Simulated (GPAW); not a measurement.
Pd:

```
CELL_PARAMETERS angstrom
0.00000 1.94650 1.94650
1.94650 0.00000 1.94650
1.94650 1.94650 0.00000
ATOMIC_POSITIONS crystal
Pd 0.00000 0.00000 0.00000
```

Base run:

| Quantity | Value |
| --- | --- |
| Program | GPAW 26.7.0 |
| Functional | PBEsol |
| Potentials or basis | PAW data sets generated in the run's folder for this functional |
| Cutoff | 600 eV |
| Basis | pw |
| k mesh | 12 × 12 × 12 |
| Occupations | fermi-dirac, width 0.05 eV |
| Spin | no spin polarisation |

Its results: pressure -2.5 GPa.

Problem. The run is repeated on the same cell with these changes: functional from PBEsol to BLYP; band points from 80 to 100. What comes out?

Solution. Pressure 17.9 GPa.

Caveats: so large a pressure means that the cell lies far from this level's equilibrium, or that cutoff or potentials fall short (some runs).
